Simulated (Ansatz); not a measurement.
Born–Oppenheimer molecular dynamics of a periodic cell of 23 atoms, Mg7S16 (host MgS2, host structure C2/m, one Mg atom removed). It goes on from the last frame of an earlier run, with new velocities.

Method: DFT PBEsol, scalar-relativistic, plane waves, PAW (Ansatz 0.2.0). Settings: accuracy low, cutoff 420 eV, k mesh 1x1x1, fermi-dirac smearing 0.05 eV, no spin polarisation.

| Property | Result |
| --- | --- |
| ensemble | NVT, Langevin thermostat |
| time step | 2 fs |
| steps asked | 400 |
| set temperature | 1170 K |
| friction | 0.02 /fs |
| seed | 102781 |

Frames 4 fs apart, positions in Å, forces in eV/Å.

Velocities at 680.0 fs (Å/ps):

```
Mg 0.78 -4.75 5.42
S 2.15 2.99 -4.59
S 5.57 4.24 -7.12
Mg -2.77 -4.04 -2.16
S 4.34 2.19 -2.44
S -10.74 3.33 -1.11
S 3.27 -5.75 -20.46
S 9.40 -8.81 0.06
Mg 5.24 -12.31 -3.10
S -15.61 0.14 -3.88
S -6.02 -2.75 4.84
Mg -12.78 -0.16 -2.57
S 1.81 -0.84 3.65
S 1.29 2.15 1.22
Mg 3.20 13.15 11.86
S -8.23 -0.83 -4.94
S 3.68 0.21 -1.70
Mg 1.99 -4.31 0.01
S -7.55 -2.14 -1.51
S 3.27 1.10 -5.09
Mg -3.37 -18.33 -0.08
S 7.75 6.24 -0.09
S 8.70 1.93 -1.69
```

```xyz
23
Lattice="2.3536 3.9105 9.1265 2.3536 -3.9105 9.1265 6.8908 0.0000 0.0000" Properties=species:S:1:pos:R:3:forces:R:3 time_fs=680.0 energy_less_start_eV=2.186 T=1410
Mg 3.085 0.316 3.526 0.49 0.34 -0.50
S 5.570 0.180 3.277 -0.28 -0.69 -0.64
S 7.289 -1.092 -0.010 0.44 0.55 -0.50
Mg 4.181 2.798 6.003 0.76 0.03 -0.53
S 6.540 1.990 7.664 -0.34 0.39 -0.30
S 7.262 1.935 5.346 -0.51 0.80 0.15
S 6.174 -1.827 8.743 0.34 -0.68 0.59
S 8.207 -1.636 5.343 2.35 -0.70 0.31
Mg 6.479 -0.293 5.592 -2.30 0.84 0.05
S 2.638 -0.704 7.131 0.09 0.09 0.09
S 3.991 0.397 5.956 -0.63 -1.36 0.51
Mg 4.698 0.438 11.145 0.33 -1.98 -0.93
S 7.609 0.240 12.640 -0.37 0.14 0.28
S 9.311 -0.244 10.326 0.83 1.32 -0.38
Mg 8.268 2.068 10.866 -0.83 -0.43 0.84
S 4.132 2.215 12.346 -0.58 1.90 0.15
S 5.948 2.063 9.601 0.11 0.10 1.42
Mg 8.659 -2.328 10.698 -0.28 -0.98 -0.44
S 4.360 -1.460 13.418 1.22 0.48 -1.11
S 4.975 -3.177 9.880 0.18 0.12 -0.44
Mg 9.383 0.602 15.751 0.03 -1.08 1.09
S 4.761 -0.427 16.383 -0.86 1.12 0.99
S 7.342 1.150 14.565 -0.21 -0.30 -0.71
23
Lattice="2.3536 3.9105 9.1265 2.3536 -3.9105 9.1265 6.8908 0.0000 0.0000" Properties=species:S:1:pos:R:3:forces:R:3 time_fs=684.0 energy_less_start_eV=1.997 T=1297
Mg 3.089 0.292 3.547 0.42 0.38 -0.47
S 5.577 0.195 3.258 -0.41 -0.73 -0.33
S 7.317 -1.074 -0.041 0.34 0.21 0.13
Mg 4.170 2.785 5.986 0.86 0.03 -0.67
S 6.564 1.993 7.659 -0.38 0.41 -0.21
S 7.218 1.942 5.346 -0.39 0.66 0.04
S 6.191 -1.845 8.675 0.30 -0.73 0.67
S 8.251 -1.675 5.345 1.83 -0.60 0.54
Mg 6.491 -0.330 5.582 -2.08 0.73 0.04
S 2.578 -0.714 7.117 0.15 0.03 0.23
S 3.965 0.378 5.977 -0.45 -1.24 0.35
Mg 4.654 0.434 11.117 0.50 -1.79 -0.87
S 7.617 0.236 12.644 -0.36 0.23 0.27
S 9.318 -0.226 10.334 0.53 1.04 -0.43
Mg 8.278 2.117 10.912 -0.62 -0.57 0.51
S 4.099 2.212 12.330 -0.45 1.92 -0.03
S 5.964 2.072 9.597 0.12 0.05 1.47
Mg 8.675 -2.339 10.695 -0.10 -0.59 -0.64
S 4.330 -1.465 13.416 1.17 0.35 -1.08
S 4.991 -3.175 9.855 0.19 0.15 -0.46
Mg 9.372 0.528 15.760 0.23 -0.83 0.97
S 4.791 -0.404 16.381 -1.03 1.32 0.66
S 7.383 1.164 14.562 -0.36 -0.42 -0.69
23
Lattice="2.3536 3.9105 9.1265 2.3536 -3.9105 9.1265 6.8908 0.0000 0.0000" Properties=species:S:1:pos:R:3:forces:R:3 time_fs=688.0 energy_less_start_eV=1.798 T=1020
Mg 3.093 0.268 3.557 0.39 0.46 -0.40
S 5.590 0.195 3.240 -0.58 -0.54 -0.03
S 7.347 -1.070 -0.070 0.25 -0.08 0.65
Mg 4.171 2.767 5.971 0.83 0.09 -0.68
S 6.590 1.992 7.653 -0.49 0.38 0.03
S 7.179 1.953 5.346 -0.30 0.54 -0.08
S 6.208 -1.858 8.624 0.28 -0.73 0.73
S 8.294 -1.709 5.340 1.21 -0.47 0.69
Mg 6.499 -0.347 5.566 -1.76 0.46 0.05
S 2.527 -0.732 7.110 0.21 0.00 0.36
S 3.932 0.357 6.003 -0.24 -1.10 0.19
Mg 4.625 0.413 11.074 0.63 -1.29 -0.58
S 7.627 0.233 12.646 -0.37 0.31 0.26
S 9.324 -0.214 10.347 0.25 0.90 -0.52
Mg 8.280 2.164 10.961 -0.42 -0.84 0.13
S 4.069 2.223 12.315 -0.30 1.55 -0.37
S 5.975 2.088 9.606 0.18 -0.02 1.34
Mg 8.687 -2.343 10.690 0.00 -0.39 -0.75
S 4.305 -1.467 13.417 1.17 0.25 -1.09
S 4.998 -3.165 9.822 0.20 0.15 -0.43
Mg 9.378 0.461 15.779 0.22 -0.52 0.79
S 4.809 -0.385 16.379 -0.99 1.43 0.33
S 7.413 1.175 14.556 -0.37 -0.55 -0.60
23
Lattice="2.3536 3.9105 9.1265 2.3536 -3.9105 9.1265 6.8908 0.0000 0.0000" Properties=species:S:1:pos:R:3:forces:R:3 time_fs=692.0 energy_less_start_eV=1.681 T=969
Mg 3.100 0.246 3.556 0.38 0.57 -0.30
S 5.599 0.184 3.220 -0.72 -0.12 0.31
S 7.372 -1.066 -0.091 0.18 -0.23 0.91
Mg 4.184 2.747 5.971 0.74 0.20 -0.63
S 6.616 2.002 7.653 -0.65 0.24 0.28
S 7.151 1.973 5.344 -0.26 0.45 -0.16
S 6.220 -1.870 8.577 0.26 -0.73 0.80
S 8.333 -1.743 5.341 0.57 -0.26 0.77
Mg 6.503 -0.331 5.547 -1.35 0.04 0.08
S 2.477 -0.751 7.105 0.29 0.02 0.39
S 3.904 0.342 6.027 -0.11 -1.01 0.07
Mg 4.601 0.387 11.039 0.78 -0.82 -0.30
S 7.631 0.235 12.658 -0.39 0.34 0.16
S 9.328 -0.202 10.353 -0.02 0.76 -0.58
Mg 8.277 2.203 11.010 -0.21 -1.26 -0.29
S 4.050 2.244 12.300 -0.18 1.17 -0.65
S 5.986 2.097 9.626 0.23 -0.09 1.13
Mg 8.701 -2.344 10.681 0.06 -0.27 -0.80
S 4.285 -1.466 13.414 1.22 0.17 -1.14
S 5.008 -3.168 9.789 0.21 0.19 -0.42
Mg 9.387 0.394 15.789 0.13 -0.14 0.63
S 4.819 -0.364 16.376 -0.81 1.43 0.13
S 7.436 1.191 14.548 -0.34 -0.65 -0.43
23
Lattice="2.3536 3.9105 9.1265 2.3536 -3.9105 9.1265 6.8908 0.0000 0.0000" Properties=species:S:1:pos:R:3:forces:R:3 time_fs=696.0 energy_less_start_eV=1.619 T=1030
Mg 3.121 0.215 3.556 0.33 0.70 -0.22
S 5.609 0.173 3.199 -0.79 0.45 0.53
S 7.394 -1.066 -0.102 0.12 -0.27 0.94
Mg 4.210 2.728 5.969 0.52 0.35 -0.47
S 6.624 2.020 7.658 -0.77 0.03 0.50
S 7.118 1.997 5.347 -0.02 0.37 -0.36
S 6.226 -1.880 8.534 0.26 -0.71 0.88
S 8.366 -1.774 5.350 0.06 -0.09 0.83
Mg 6.492 -0.308 5.514 -0.94 -0.37 0.14
S 2.420 -0.767 7.103 0.44 0.12 0.29
S 3.882 0.328 6.037 -0.11 -0.96 0.09
Mg 4.590 0.375 11.005 0.89 -0.48 -0.07
S 7.639 0.244 12.673 -0.42 0.29 -0.03
S 9.329 -0.183 10.358 -0.22 0.65 -0.60
Mg 8.270 2.227 11.048 -0.02 -1.70 -0.67
S 4.035 2.269 12.286 -0.12 0.86 -0.84
S 5.995 2.103 9.658 0.26 -0.14 0.91
Mg 8.719 -2.338 10.656 0.07 -0.29 -0.74
S 4.279 -1.462 13.413 1.03 0.05 -1.05
S 5.027 -3.173 9.762 0.21 0.24 -0.42
Mg 9.403 0.331 15.797 -0.01 0.32 0.49
S 4.825 -0.333 16.379 -0.44 1.27 0.02
S 7.464 1.214 14.531 -0.32 -0.71 -0.15
23
Lattice="2.3536 3.9105 9.1265 2.3536 -3.9105 9.1265 6.8908 0.0000 0.0000" Properties=species:S:1:pos:R:3:forces:R:3 time_fs=700.0 energy_less_start_eV=1.572 T=1100
Mg 3.150 0.198 3.559 0.19 0.70 -0.18
S 5.618 0.167 3.177 -0.81 0.90 0.59
S 7.399 -1.072 -0.110 0.12 -0.27 0.88
Mg 4.234 2.723 5.959 0.25 0.41 -0.30
S 6.625 2.034 7.655 -0.84 -0.22 0.79
S 7.087 2.021 5.350 0.28 0.25 -0.60
S 6.228 -1.884 8.508 0.21 -0.73 0.96
S 8.394 -1.800 5.363 -0.31 -0.02 0.83
Mg 6.463 -0.291 5.467 -0.56 -0.65 0.22
S 2.353 -0.783 7.106 0.63 0.25 0.05
S 3.865 0.312 6.039 -0.15 -0.84 0.19
Mg 4.597 0.368 10.981 0.84 -0.27 0.05
S 7.649 0.252 12.683 -0.46 0.21 -0.23
S 9.319 -0.165 10.372 -0.19 0.69 -0.61
Mg 8.247 2.224 11.071 0.16 -1.91 -0.89
S 4.016 2.296 12.262 -0.03 0.76 -0.83
S 6.016 2.116 9.705 0.16 -0.22 0.56
Mg 8.745 -2.329 10.628 0.05 -0.47 -0.66
S 4.283 -1.454 13.406 0.73 -0.04 -0.86
S 5.032 -3.178 9.747 0.24 0.33 -0.42
Mg 9.410 0.278 15.817 -0.14 0.83 0.36
S 4.818 -0.299 16.387 -0.01 1.07 -0.07
S 7.496 1.239 14.506 -0.35 -0.73 0.16
23
Lattice="2.3536 3.9105 9.1265 2.3536 -3.9105 9.1265 6.8908 0.0000 0.0000" Properties=species:S:1:pos:R:3:forces:R:3 time_fs=704.0 energy_less_start_eV=1.499 T=1152
Mg 3.182 0.194 3.561 -0.03 0.61 -0.16
S 5.618 0.175 3.154 -0.75 0.98 0.45
S 7.399 -1.076 -0.123 0.13 -0.18 0.61
Mg 4.263 2.711 5.952 0.05 0.40 -0.17
S 6.627 2.039 7.646 -0.81 -0.40 1.04
S 7.064 2.038 5.347 0.44 0.08 -0.79
S 6.225 -1.884 8.484 0.17 -0.73 0.98
S 8.415 -1.826 5.382 -0.49 -0.07 0.71
Mg 6.438 -0.288 5.415 -0.30 -0.75 0.30
S 2.296 -0.799 7.094 0.71 0.37 -0.07
S 3.854 0.288 6.046 -0.13 -0.65 0.21
Mg 4.609 0.368 10.961 0.74 -0.11 0.11
S 7.651 0.267 12.687 -0.49 0.05 -0.40
S 9.305 -0.145 10.383 -0.07 0.67 -0.59
Mg 8.227 2.193 11.081 0.34 -1.69 -0.83
S 3.994 2.325 12.226 0.04 0.80 -0.73
S 6.050 2.143 9.760 -0.10 -0.37 0.19
Mg 8.776 -2.324 10.592 0.05 -0.61 -0.60
S 4.286 -1.437 13.392 0.54 -0.13 -0.68
S 5.026 -3.174 9.720 0.29 0.40 -0.39
Mg 9.409 0.239 15.833 -0.15 1.23 0.29
S 4.824 -0.254 16.376 0.24 0.79 0.10
S 7.521 1.258 14.483 -0.40 -0.69 0.42
23
Lattice="2.3536 3.9105 9.1265 2.3536 -3.9105 9.1265 6.8908 0.0000 0.0000" Properties=species:S:1:pos:R:3:forces:R:3 time_fs=708.0 energy_less_start_eV=1.439 T=1323
Mg 3.211 0.195 3.561 -0.31 0.49 -0.13
S 5.609 0.184 3.128 -0.67 1.01 0.24
S 7.398 -1.065 -0.135 0.14 -0.04 0.28
Mg 4.302 2.696 5.944 -0.14 0.37 -0.08
S 6.633 2.042 7.643 -0.78 -0.51 1.10
S 7.041 2.055 5.333 0.62 -0.11 -0.86
S 6.213 -1.891 8.468 0.16 -0.66 0.92
S 8.423 -1.857 5.411 -0.55 -0.14 0.48
Mg 6.401 -0.293 5.351 -0.04 -0.73 0.41
S 2.240 -0.812 7.072 0.73 0.51 -0.07
S 3.844 0.258 6.054 -0.08 -0.41 0.18
Mg 4.630 0.366 10.939 0.63 0.07 0.18
S 7.650 0.272 12.681 -0.51 -0.03 -0.44
S 9.302 -0.122 10.380 -0.02 0.41 -0.56
Mg 8.213 2.161 11.087 0.55 -1.44 -0.71
S 3.969 2.354 12.185 0.11 0.85 -0.63
S 6.085 2.182 9.802 -0.41 -0.53 -0.08
Mg 8.809 -2.337 10.547 0.12 -0.51 -0.58
S 4.296 -1.417 13.374 0.34 -0.20 -0.50
S 5.013 -3.162 9.693 0.28 0.41 -0.28
Mg 9.409 0.215 15.844 -0.14 1.47 0.23
S 4.835 -0.210 16.354 0.43 0.46 0.34
S 7.539 1.279 14.457 -0.45 -0.72 0.55
23
Lattice="2.3536 3.9105 9.1265 2.3536 -3.9105 9.1265 6.8908 0.0000 0.0000" Properties=species:S:1:pos:R:3:forces:R:3 time_fs=712.0 energy_less_start_eV=1.441 T=1135
Mg 3.228 0.197 3.572 -0.51 0.37 -0.14
S 5.605 0.192 3.088 -0.69 1.14 0.16
S 7.394 -1.051 -0.149 0.22 0.02 0.20
Mg 4.334 2.686 5.927 -0.30 0.31 -0.01
S 6.635 2.041 7.647 -0.73 -0.56 1.05
S 7.023 2.058 5.311 0.78 -0.17 -0.78
S 6.197 -1.897 8.461 0.18 -0.56 0.83
S 8.431 -1.894 5.444 -0.53 -0.13 0.28
Mg 6.368 -0.300 5.285 0.19 -0.71 0.50
S 2.186 -0.806 7.058 0.72 0.58 -0.15
S 3.843 0.222 6.061 -0.05 -0.14 0.18
Mg 4.655 0.367 10.909 0.43 0.16 0.21
S 7.659 0.271 12.670 -0.54 -0.03 -0.28
S 9.291 -0.111 10.369 0.15 0.25 -0.52
Mg 8.201 2.131 11.106 0.78 -1.30 -0.66
S 3.947 2.373 12.137 0.15 0.88 -0.47
S 6.119 2.216 9.842 -0.69 -0.66 -0.37
Mg 8.836 -2.353 10.486 0.16 -0.48 -0.55
S 4.309 -1.398 13.348 0.17 -0.28 -0.33
S 5.010 -3.151 9.674 0.21 0.38 -0.15
Mg 9.417 0.198 15.860 -0.20 1.56 0.14
S 4.847 -0.173 16.338 0.58 0.22 0.36
S 7.555 1.298 14.439 -0.48 -0.86 0.50
```

Of the whole run (800 fs, mean temperature of the second half 1183 K): A run of 0.8 ps of so small a system gives no equilibrium averages. Limits of this set-up: coarse k mesh, low accuracy level.

Run time: 21 min on 1 thread of Intel(R) Xeon(R) 6975P-C (Granite Rapids), on a shared host, peak memory 0.76 GiB.
